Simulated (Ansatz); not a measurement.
## PbO: input, output and frames of a trajectory

These are results of Ansatz 0.2.0, DFT PBEsol, scalar-relativistic, plane waves, PAW, not measurements. Settings: plane waves to 420 eV, k-mesh 2×2×2 (shifted by 0.5, 0.5, 0.5 steps), Fermi–Dirac smearing 0.069 eV. The mesh is coarse. Spin–orbit coupling is left out, which can shift energies with elements as heavy as these. No spin polarisation.

16 atoms, starting at 1.02 times the perfect crystal's volume (space group Pbcm, the cell as given, not relaxed at this level); constant energy, velocities drawn at 800 K, fixed cell; 30 steps of 8 fs. The run is short and not equilibrated. The time step is too long for these atoms, so the motion is inaccurate.

Self-consistency was reached.

Command:
```bash
ansatz run input.yaml --threads 4 --pin off --max-ram 5120MiB --backend cpu --events-out ev --progress --plain --runs-dir out
```

Input:
```yaml
crystal:
  lattice:
    - [0.0, 5.5267613246, -4.784276414]
    - [0.0, -5.5267613246, -4.784276414]
    - [-5.9321282897, 0.0, 4.784276414]
  atoms:
    - { symbol: Pb, position: [0.75435, 0.76595, 0.7703] }
    - { symbol: Pb, position: [0.25435, 0.26595, 0.7703] }
    - { symbol: Pb, position: [0.74565, 0.73405, 0.2297] }
    - { symbol: Pb, position: [0.24565, 0.23405, 0.2297] }
    - { symbol: Pb, position: [0.26595, 0.75435, 0.7703] }
    - { symbol: Pb, position: [0.76595, 0.25435, 0.7703] }
    - { symbol: Pb, position: [0.23405, 0.74565, 0.2297] }
    - { symbol: Pb, position: [0.73405, 0.24565, 0.2297] }
    - { symbol: O, position: [0.9882, 0.8965, 0.1347] }
    - { symbol: O, position: [0.4882, 0.3965, 0.1347] }
    - { symbol: O, position: [0.5118, 0.6035, 0.8653] }
    - { symbol: O, position: [0.0118, 0.1035, 0.8653] }
    - { symbol: O, position: [0.8965, 0.4882, 0.1347] }
    - { symbol: O, position: [0.3965, 0.9882, 0.1347] }
    - { symbol: O, position: [0.6035, 0.0118, 0.8653] }
    - { symbol: O, position: [0.1035, 0.5118, 0.8653] }
basis:
  ecutwfc: 420
kpoints:
  mp_grid: { grid: [2, 2, 2], shift: [0.5, 0.5, 0.5] }
hamiltonian:
  xc: pbesol
scf:
  occupations: { method: fermi_dirac, width: 0.0689 }
  lower_state_search: "off"
  convergence: { dr2_threshold: 1.0e-07 }
output:
  forces: true
  stress: true
md:
  timestep: 8.0
  n_steps: 30
  ensemble: nve
  temperature: 800.0
  initial_velocities: maxwell_boltzmann
  seed: 16701
```

Output (its end):
```
...
SCF converged after 10 iterations
Free energy (F): -98522.771983 eV
Harris-Foulkes:  -98522.771983 eV  (|F-HF|=4.87e-9)
Internal energy: -98522.771982 eV  (E = F + TS)
E sigma→0 (E₀):  -98522.771982 eV
Entropy (-TS):   -0.000000 eV (-0.000 meV/atom)
Fermi energy:    9.061743 eV
--- Per-component energies (eV) ---
  E_band       = -414.744234
  E_kinetic    = 3700.412075
  E_local      = -12406.002686  (includes V_loc(G=0)·N_el)
  E_nonlocal   = 3210.098096
  E_hartree    = 4927.018720
  E_xc         = -2332.499189
  E_vxc        = -1806.470267  (∫ρ·V_xc dr)
  E_paw        = -83263.558000  (= ΣΔE_a)
  E_vpaw       = -2966.841773  (= ΣTr[D̂ρ^β])
  E_aug_tail   = 0.019317  (compensation charges beyond the density's cutoff)
  E_ewald      = -12359.039550
  E_core_change = 0.779236  (= ΣΔE_core)
  E_smearing   = -0.000000  (= −TS)
  E_closure    = -0.000000  (closes the sum)
  Σ components = -98522.771983   (vs F -98522.771983, Δ=0.00e0)
--- Forces (eV/Å), atoms counted from 1 ---
  atom   1  Pb     1.02048268     0.03292785     0.06521685
  atom   2  Pb    -0.92386736    -0.74274790    -0.08193032
  atom   3  Pb     0.03556625    -0.12108721     0.03924683
  atom   4  Pb    -1.44546357    -0.33837922     0.47114872
  atom   5  Pb     0.27859757     0.30477108     0.61188764
  atom   6  Pb    -0.04691438     0.48499489    -0.42272647
  atom   7  Pb     0.77739806    -0.20432468     0.08675039
  atom   8  Pb    -0.05922468    -0.06498878    -0.20078228
  atom   9  O     -0.83685614     0.29780354     0.68921673
  atom  10  O      0.79285186     0.01594633    -0.65390780
  atom  11  O      0.14596832    -0.05542215     0.53765113
  atom  12  O      0.86561765    -0.51772433    -0.41826507
  atom  13  O      0.10487276    -0.17328678    -0.15366448
  atom  14  O     -0.21774935     0.75704398    -0.14783956
  atom  15  O     -0.15356197    -0.14828680    -0.59444172
  atom  16  O     -0.33770928     0.47276030     0.17242741
  max |Σ_I F_I| component: 1.20e-5 eV/Å
--- Stress (GPa, compression-positive) ---
        0.540506       0.027665       0.019337
        0.027665      -0.843763      -0.263077
        0.019337      -0.263077      -0.320774
  P = ⅓ Tr σ = -0.2080 GPa (-2.080 kbar)
--- MD trajectory: 30 steps, t = 0.0 → 240.0 fs ---
  final state: T = 505.1 K   F+E_penalty+E_count = -98522.77198255 eV   E_kin = 0.979415 eV
  conserved energy: peak-to-peak 4.898e-2 eV (3.061e-3 eV/atom) over 240.0 fs
```

Frames along the run (Å, eV/Å; dE is the potential energy from the first frame):

```xyz
16
Lattice="0.000 5.527 -4.784 0.000 -5.527 -4.784 -5.932 0.000 4.784" Properties=species:S:1:pos:R:3:forces:R:3 pbc="T T T" time_fs=0.00 dE_eV=0.0000 T_K=800
Pb   -4.570   -0.064   -3.588   -0.154   -0.091    0.000
Pb   -4.570   -0.064    1.196   -0.154   -0.091    0.000
Pb   -1.363    0.064   -5.980    0.154    0.091    0.000
Pb   -1.363    0.064   -1.196    0.154    0.091    0.000
Pb   -4.570   -2.699   -1.196   -0.154    0.091    0.000
Pb   -4.570    2.827   -1.196   -0.154    0.091    0.000
Pb   -1.363   -2.827   -3.588    0.154   -0.091    0.000
Pb   -1.363    2.699   -3.588    0.154   -0.091    0.000
O    -0.799    0.507   -8.372   -0.068   -0.015    0.000
O    -0.799    0.507   -3.588   -0.068   -0.015    0.000
O    -5.133   -0.507   -1.196    0.068    0.015    0.000
O    -5.133   -0.507    3.588    0.068    0.015    0.000
O    -0.799    2.257   -5.980   -0.068    0.015    0.000
O    -0.799   -3.270   -5.980   -0.068    0.015    0.000
O    -5.133    3.270    1.196    0.068   -0.015    0.000
O    -5.133   -2.257    1.196    0.068   -0.015    0.000
16
Lattice="0.000 5.527 -4.784 0.000 -5.527 -4.784 -5.932 0.000 4.784" Properties=species:S:1:pos:R:3:forces:R:3 pbc="T T T" time_fs=16.00 dE_eV=0.6855 T_K=470
Pb   -4.554   -0.048   -3.594   -0.018    0.490    0.025
Pb   -4.541   -0.087    1.155   -0.582   -0.182    0.243
Pb   -1.386    0.065   -5.986    0.993    0.573   -0.223
Pb   -1.369    0.030   -1.215   -0.612    0.109    0.125
Pb   -4.544   -2.701   -1.168    0.221   -0.111   -0.542
Pb   -4.558    2.825   -1.173   -1.098    0.474    0.260
Pb   -1.368   -2.809   -3.596    0.066   -0.479   -0.183
Pb   -1.408    2.708   -3.543    0.423    0.341   -0.009
O    -0.775    0.535   -8.314   -0.416    0.003    0.304
O    -0.780    0.627   -3.427    0.255   -0.772   -1.149
O    -5.001   -0.436   -1.293   -0.772    0.035    0.462
O    -5.249   -0.501    3.455    1.439   -0.795   -0.044
O    -0.900    2.341   -5.923    0.410   -0.506   -0.161
O    -0.702   -3.391   -5.954   -0.579    0.823    0.016
O    -5.164    3.411    1.113   -0.174   -0.958   -0.159
O    -5.165   -2.372    0.969    0.444    0.955    1.034
16
Lattice="0.000 5.527 -4.784 0.000 -5.527 -4.784 -5.932 0.000 4.784" Properties=species:S:1:pos:R:3:forces:R:3 pbc="T T T" time_fs=40.00 dE_eV=0.8114 T_K=390
Pb   -4.534   -0.016   -3.601   -0.886   -0.173    0.379
Pb   -4.509   -0.124    1.099   -0.142    0.471    0.298
Pb   -1.398    0.080   -5.997    0.848    0.606    0.153
Pb   -1.386   -0.018   -1.241    1.026    0.287   -0.286
Pb   -4.503   -2.705   -1.139   -0.380    0.169   -0.729
Pb   -4.564    2.829   -1.132   -0.699   -0.663    0.161
Pb   -1.372   -2.791   -3.611    0.299   -0.287   -0.039
Pb   -1.466    2.728   -3.477    0.968   -0.340   -0.374
O    -0.832    0.573   -8.178    0.255   -0.110   -0.744
O    -0.707    0.606   -3.485   -0.451   -0.263   -0.324
O    -5.008   -0.349   -1.323   -0.350   -0.696   -0.011
O    -5.106   -0.664    3.268   -0.452    0.824    0.640
O    -0.945    2.330   -5.888    0.163   -0.215   -0.257
O    -0.719   -3.370   -5.914   -0.274    0.127   -0.101
O    -5.246    3.394    0.968    0.107    0.171    0.630
O    -5.114   -2.291    0.940   -0.033    0.091    0.603
16
Lattice="0.000 5.527 -4.784 0.000 -5.527 -4.784 -5.932 0.000 4.784" Properties=species:S:1:pos:R:3:forces:R:3 pbc="T T T" time_fs=56.00 dE_eV=1.0127 T_K=302
Pb   -4.531    0.005   -3.601   -1.194   -0.487    0.412
Pb   -4.492   -0.143    1.066    0.004    1.274    0.368
Pb   -1.394    0.098   -6.004    0.271    0.160    0.323
Pb   -1.385   -0.046   -1.262    1.354    0.481   -0.309
Pb   -4.479   -2.706   -1.132   -1.094    0.369   -0.283
Pb   -4.581    2.825   -1.103   -0.453   -0.909   -0.031
Pb   -1.372   -2.784   -3.623    0.312   -0.136    0.093
Pb   -1.491    2.737   -3.438    1.077   -0.679   -0.470
O    -0.844    0.581   -8.196    0.531   -0.129   -1.093
O    -0.721    0.522   -3.618   -0.529    0.212    0.463
O    -5.093   -0.404   -1.326    0.277   -0.754   -0.192
O    -5.034   -0.671    3.247   -0.894    1.325    1.009
O    -0.932    2.273   -5.913    0.110    0.402   -0.214
O    -0.796   -3.308   -5.903    0.297   -0.293   -0.329
O    -5.291    3.372    0.966    0.248    0.520    0.825
O    -5.077   -2.194    1.067   -0.315   -1.358   -0.571
16
Lattice="0.000 5.527 -4.784 0.000 -5.527 -4.784 -5.932 0.000 4.784" Properties=species:S:1:pos:R:3:forces:R:3 pbc="T T T" time_fs=72.00 dE_eV=0.5935 T_K=499
Pb   -4.542    0.020   -3.596   -0.783   -0.415    0.066
Pb   -4.475   -0.148    1.038   -0.860    0.486    0.657
Pb   -1.386    0.119   -6.008    0.060   -0.091    0.049
Pb   -1.369   -0.069   -1.286    1.037    0.696    0.053
Pb   -4.467   -2.703   -1.128   -1.144   -0.158   -0.455
Pb   -4.603    2.812   -1.073   -0.791    0.430    0.038
Pb   -1.367   -2.779   -3.633    0.334   -0.372   -0.054
Pb   -1.504    2.739   -3.404    1.051   -0.569   -0.253
O    -0.781    0.570   -8.371   -0.040   -0.014   -0.283
O    -0.808    0.467   -3.689    0.144    0.284    0.389
O    -5.143   -0.566   -1.350    0.241    0.222    0.361
O    -5.088   -0.496    3.369   -0.094   -0.130    0.355
O    -0.898    2.271   -5.971    0.312    0.426   -0.171
O    -0.834   -3.286   -5.943    0.282   -0.254   -0.475
O    -5.299    3.419    1.079    0.253   -0.255    0.021
O    -5.081   -2.275    1.122   -0.002   -0.288   -0.297
16
Lattice="0.000 5.527 -4.784 0.000 -5.527 -4.784 -5.932 0.000 4.784" Properties=species:S:1:pos:R:3:forces:R:3 pbc="T T T" time_fs=96.00 dE_eV=0.9749 T_K=318
Pb   -4.574    0.034   -3.589   -0.140   -0.343   -0.235
Pb   -4.470   -0.147    1.010   -1.189   -0.216    0.616
Pb   -1.372    0.149   -6.011    0.079    0.098    0.205
Pb   -1.327   -0.087   -1.319   -0.030    0.698    0.378
Pb   -4.473   -2.707   -1.134   -0.644   -0.992   -0.728
Pb   -4.651    2.803   -1.027    0.259    1.032    0.158
Pb   -1.353   -2.780   -3.651    0.343   -0.581   -0.301
Pb   -1.499    2.730   -3.358    0.804   -0.212   -0.425
O    -0.743    0.564   -8.668   -0.726    0.212    0.973
O    -0.876    0.460   -3.713    0.621    0.154   -0.195
O    -5.181   -0.667   -1.265   -0.152    1.292    0.533
O    -5.130   -0.306    3.612    1.029   -1.131   -0.690
O    -0.787    2.351   -6.104   -0.597   -0.412   -0.086
O    -0.822   -3.312   -6.116    0.122   -0.005    0.349
O    -5.248    3.392    1.229    0.021   -0.477   -0.550
O    -5.076   -2.429    1.134    0.202    0.884   -0.002
16
Lattice="0.000 5.527 -4.784 0.000 -5.527 -4.784 -5.932 0.000 4.784" Properties=species:S:1:pos:R:3:forces:R:3 pbc="T T T" time_fs=112.00 dE_eV=0.7944 T_K=401
Pb   -4.598    0.039   -3.587   -0.456   -0.419   -0.211
Pb   -4.484   -0.148    1.001   -0.522    0.114    0.808
Pb   -1.362    0.170   -6.011   -0.488    0.106    0.290
Pb   -1.296   -0.088   -1.336    0.499    0.448    0.310
Pb   -4.488   -2.723   -1.148   -0.669   -0.129   -0.611
Pb   -4.682    2.811   -0.994    0.894    0.609   -0.106
Pb   -1.338   -2.789   -3.666    0.176   -0.071   -0.268
Pb   -1.484    2.721   -3.334    0.515   -0.113   -1.009
O    -0.840    0.592   -8.711    0.173   -0.313    0.893
O    -0.813    0.489   -3.749    0.137    0.251    0.153
O    -5.224   -0.511   -1.112    0.555   -0.304   -0.696
O    -4.990   -0.376    3.666   -0.220   -0.634   -0.460
O    -0.793    2.349   -6.209   -0.690   -0.225    0.135
O    -0.787   -3.337   -6.187    0.340   -0.132    1.077
O    -5.206    3.281    1.234   -0.138    0.418   -0.116
O    -5.037   -2.384    1.138   -0.105    0.394   -0.188
16
Lattice="0.000 5.527 -4.784 0.000 -5.527 -4.784 -5.932 0.000 4.784" Properties=species:S:1:pos:R:3:forces:R:3 pbc="T T T" time_fs=128.00 dE_eV=0.8912 T_K=359
Pb   -4.627    0.038   -3.587   -0.425   -0.413   -0.041
Pb   -4.504   -0.148    1.001    0.468    0.690    1.011
Pb   -1.357    0.192   -6.007   -0.719   -0.322    0.186
Pb   -1.261   -0.084   -1.349    0.621    0.231    0.389
Pb   -4.510   -2.741   -1.169   -0.097    0.322   -0.368
Pb   -4.703    2.826   -0.963    0.777   -0.625   -0.570
Pb   -1.322   -2.800   -3.686   -0.135    0.337   -0.378
Pb   -1.462    2.709   -3.321    0.575   -0.188   -0.502
O    -0.916    0.572   -8.621    0.652   -0.707    0.304
O    -0.730    0.557   -3.761   -0.444    0.268    0.501
O    -5.191   -0.389   -1.065    0.487   -0.893   -1.595
O    -4.879   -0.537    3.650   -1.046    0.628   -0.071
O    -0.896    2.317   -6.289    0.164    0.402    0.722
O    -0.708   -3.379   -6.111   -0.114   -0.049    0.265
O    -5.186    3.229    1.221   -0.321    0.825    0.318
O    -5.015   -2.282    1.115   -0.445   -0.504   -0.171
16
Lattice="0.000 5.527 -4.784 0.000 -5.527 -4.784 -5.932 0.000 4.784" Properties=species:S:1:pos:R:3:forces:R:3 pbc="T T T" time_fs=144.00 dE_eV=0.6624 T_K=468
Pb   -4.661    0.033   -3.588    0.205   -0.180    0.273
Pb   -4.519   -0.141    1.013    0.527    0.574    0.289
Pb   -1.360    0.211   -6.001   -0.234   -0.510   -0.015
Pb   -1.218   -0.077   -1.358    0.123   -0.113    0.484
Pb   -4.533   -2.755   -1.195    0.808    0.566   -0.279
Pb   -4.715    2.834   -0.939    0.507   -1.235   -0.505
Pb   -1.307   -2.807   -3.709   -0.355   -0.126   -0.175
Pb   -1.433    2.696   -3.313    0.145    0.333   -0.094
O    -0.902    0.457   -8.481    0.066    0.080   -0.047
O    -0.705    0.658   -3.705   -0.063   -0.490    0.077
O    -5.088   -0.396   -1.236   -0.161   -0.496   -0.136
O    -4.920   -0.606    3.616   -0.887    1.169   -0.319
O    -0.979    2.341   -6.263    0.536    0.453    0.789
O    -0.648   -3.429   -5.990   -0.700    0.075   -0.361
O    -5.212    3.296    1.249   -0.170    0.367    0.030
O    -5.057   -2.248    1.067   -0.349   -0.466   -0.010
16
Lattice="0.000 5.527 -4.784 0.000 -5.527 -4.784 -5.932 0.000 4.784" Properties=species:S:1:pos:R:3:forces:R:3 pbc="T T T" time_fs=168.00 dE_eV=1.0670 T_K=275
Pb   -4.703    0.024   -3.585    1.043    0.591    0.020
Pb   -4.531   -0.119    1.037    0.546   -0.325    0.055
Pb   -1.369    0.228   -5.993    0.117   -0.078   -0.025
Pb   -1.160   -0.071   -1.361   -3.003   -0.348    0.205
Pb   -4.550   -2.764   -1.240    0.756    0.301   -0.049
Pb   -4.723    2.825   -0.912    0.122    0.198   -0.449
Pb   -1.295   -2.821   -3.746   -1.139   -0.465    0.419
Pb   -1.391    2.686   -3.305   -0.921    0.562   -0.391
O    -0.906    0.347   -8.287   -0.471    0.962   -0.317
O    -0.660    0.646   -3.621    0.043   -0.451   -0.298
O    -5.002   -0.520   -1.439   -0.671    0.268    1.646
O    -5.112   -0.482    3.476    2.227   -0.774   -0.029
O    -0.956    2.464   -6.023    0.236   -0.489    0.112
O    -0.727   -3.449   -5.908    0.007    0.663   -0.380
O    -5.280    3.435    1.261    0.338   -0.945   -0.632
O    -5.169   -2.283    0.997    0.771    0.330    0.115
16
Lattice="0.000 5.527 -4.784 0.000 -5.527 -4.784 -5.932 0.000 4.784" Properties=species:S:1:pos:R:3:forces:R:3 pbc="T T T" time_fs=184.00 dE_eV=0.8658 T_K=360
Pb   -4.717    0.025   -3.582    0.362    0.279    0.569
Pb   -4.531   -0.108    1.054    1.357   -0.429   -0.095
Pb   -1.374    0.238   -5.989   -0.120   -0.142    0.518
Pb   -1.156   -0.072   -1.359   -0.942   -0.408   -0.029
Pb   -4.549   -2.766   -1.270    0.448    0.328    0.332
Pb   -4.726    2.819   -0.902    1.196   -0.065   -1.002
Pb   -1.301   -2.837   -3.766   -0.673    0.184    0.474
Pb   -1.375    2.689   -3.305   -1.196    0.092   -0.904
O    -0.990    0.439   -8.216    0.597    0.417   -0.770
O    -0.623    0.538   -3.612   -1.031    0.421    0.288
O    -5.065   -0.569   -1.306   -0.443    0.423   -0.132
O    -4.952   -0.490    3.369   -0.015   -0.179    0.770
O    -0.890    2.477   -5.827   -0.659   -0.507   -0.446
O    -0.802   -3.357   -5.926    0.411   -0.139   -0.107
O    -5.273    3.389    1.169    0.436    0.073    0.400
O    -5.134   -2.265    0.971    0.274   -0.350    0.132
16
Lattice="0.000 5.527 -4.784 0.000 -5.527 -4.784 -5.932 0.000 4.784" Properties=species:S:1:pos:R:3:forces:R:3 pbc="T T T" time_fs=200.00 dE_eV=1.0516 T_K=276
Pb   -4.726    0.029   -3.572    0.385    0.251    0.579
Pb   -4.516   -0.102    1.070    0.611   -0.439   -0.145
Pb   -1.380    0.246   -5.978   -0.554   -0.383    0.504
Pb   -1.164   -0.077   -1.358    0.042   -0.238   -0.045
Pb   -4.543   -2.763   -1.297    0.240    0.504    0.602
Pb   -4.715    2.812   -0.903    1.261   -0.543   -1.431
Pb   -1.316   -2.850   -3.780   -0.167    1.301    0.184
Pb   -1.373    2.692   -3.315   -1.181    0.213   -1.051
O    -0.991    0.587   -8.255    0.834   -0.833   -0.412
O    -0.722    0.483   -3.564   -0.312    0.302    0.436
O    -5.193   -0.557   -1.181    0.143    0.162   -0.974
O    -4.774   -0.529    3.373   -1.260    0.307    0.911
O    -0.911    2.418   -5.697   -0.285    0.016   -0.734
O    -0.816   -3.284   -5.960    0.484   -0.760    0.253
O    -5.205    3.347    1.137   -0.045    0.537    1.058
O    -5.054   -2.293    0.967   -0.198   -0.397    0.266
16
Lattice="0.000 5.527 -4.784 0.000 -5.527 -4.784 -5.932 0.000 4.784" Properties=species:S:1:pos:R:3:forces:R:3 pbc="T T T" time_fs=224.00 dE_eV=0.9300 T_K=339
Pb   -4.726    0.042   -3.546    1.915    0.373    0.300
Pb   -4.484   -0.106    1.091   -0.744   -1.008   -0.033
Pb   -1.404    0.249   -5.953   -0.879   -0.574    0.051
Pb   -1.178   -0.092   -1.353   -0.461   -0.430    0.958
Pb   -4.528   -2.748   -1.324    0.409    0.392    0.725
Pb   -4.675    2.792   -0.933    0.141    0.079   -0.493
Pb   -1.340   -2.843   -3.798    0.644    0.453   -0.050
Pb   -1.395    2.703   -3.352   -0.581    0.347   -0.363
O    -0.820    0.581   -8.394   -1.192   -0.135    0.467
O    -0.906    0.480   -3.433    0.993    0.109   -1.126
O    -5.303   -0.505   -1.209    0.817   -0.097    0.392
O    -4.849   -0.509    3.589   -0.729   -0.038   -0.300
O    -0.972    2.362   -5.697    0.736    0.486   -0.395
O    -0.722   -3.373   -5.949   -0.118   -0.111    0.017
O    -5.134    3.378    1.304   -0.528   -0.574   -0.614
O    -4.995   -2.394    1.047   -0.424    0.728    0.462
16
Lattice="0.000 5.527 -4.784 0.000 -5.527 -4.784 -5.932 0.000 4.784" Properties=species:S:1:pos:R:3:forces:R:3 pbc="T T T" time_fs=240.00 dE_eV=0.5901 T_K=505
Pb   -4.703    0.056   -3.524    1.020    0.033    0.065
Pb   -4.472   -0.122    1.105   -0.924   -0.743   -0.082
Pb   -1.433    0.242   -5.935    0.036   -0.121    0.039
Pb   -1.193   -0.107   -1.339   -1.445   -0.338    0.471
Pb   -4.512   -2.731   -1.332    0.279    0.305    0.612
Pb   -4.645    2.778   -0.962   -0.047    0.485   -0.423
Pb   -1.349   -2.827   -3.810    0.777   -0.204    0.087
Pb   -1.419    2.716   -3.383   -0.059   -0.065   -0.201
O    -0.857    0.503   -8.414   -0.837    0.298    0.689
O    -0.867    0.500   -3.508    0.793    0.016   -0.654
O    -5.236   -0.484   -1.194    0.146   -0.055    0.538
O    -5.048   -0.491    3.708    0.866   -0.518   -0.418
O    -0.894    2.407   -5.784    0.105   -0.173   -0.154
O    -0.663   -3.472   -5.930   -0.218    0.757   -0.148
O    -5.176    3.324    1.344   -0.154   -0.148   -0.594
O    -5.031   -2.353    1.183   -0.338    0.473    0.172
```